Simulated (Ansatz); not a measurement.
## Cost and result for the equilibrium volume of CdS

**What was measured.** The equilibrium volume of CdS (Hawleyite) (F-43m) is reported as 24.71 Å³/atom at 300 K (a printed reference work). The runs below try to reproduce it.

It takes space group F-43m (No. 216, cubic). The conventional cell has a = 5.833 Å, b = 5.833 Å, c = 5.833 Å, α = 90.00°, β = 90.00°, γ = 90.00°. Cd (site symmetry -43m) has 4 S at 2.53 Å as nearest neighbours. S (site symmetry -43m) is surrounded by 4 Cd at 2.53 Å.

```tsv
rung	level	program and potentials	cutoff (eV)	k mesh	smearing	task	core time	chip	equilibrium volume (Å³/atom)	miss	notes
GGA + dispersion	PBEsol+D3(BJ)+ATM	Ansatz, Ansatz PAW	420	8 × 8 × 8	fermi-dirac 0.05	relaxation of cell and atoms	7.5 s	Intel Xeon	24.10	-2.5 %	potentials made for PBE, which Ansatz adapts in part
GGA	PBEsol	Ansatz, Ansatz PAW	420	8 × 8 × 8	fermi-dirac 0.05	equation of state	16 s	Intel Xeon	24.70	-0.0 %	potentials made for PBE, which Ansatz adapts in part
meta-GGA	r2SCAN	Ansatz, Ansatz PAW	500	8 × 8 × 8	fermi-dirac 0.05	equation of state	22 s	Intel Xeon	25.38	+2.7 %	potentials made for PBE, which Ansatz adapts in part
GGA	BLYP	Ansatz, all-electron LAPW, scalar-relativistic	-	8 × 8 × 8	fermi-dirac 0.05	relaxation of cell and atoms	59 s	Intel Xeon Skylake/Cascade Lake	27.52	+11.4 %	-
Hartree-Fock	HF	Ansatz, Ansatz PAW	420	4 × 4 × 4	fermi-dirac 0.05	relaxation of cell and atoms	1.9 min	Arm Neoverse V1	27.53	+11.4 %	coarse mesh; potentials made for PBE, which Ansatz adapts in part
```

Times are single runs on shared hosts and different chips, so they are rough; meshes, cutoffs and the tasks' sizes weigh on the time. All rows: no spin polarisation. Smearing widths are in eV. Meshes differ between rows, which moves values too. Meshes are those of the run's cell of 2 atoms unless a note names another. Relaxations start from the cell shown or near it and stop with a little pressure left. Misses use the values as printed. Runs on faulty files, with rough fits or with known faults for this quantity aren't shown. No row holds spin-orbit coupling.

By rung: GGA + dispersion 24.10; GGA 24.70 to 27.52; meta-GGA 25.38; Hartree-Fock on coarse meshes 27.53 (Å³/atom). Measured: 24.71 Å³/atom at 300 K (a printed reference work). Closest, coarse meshes and atomic bases left aside, is PBEsol (-0.0 %). The runs are for a static lattice, while measurements hold temperature and zero-point motion.
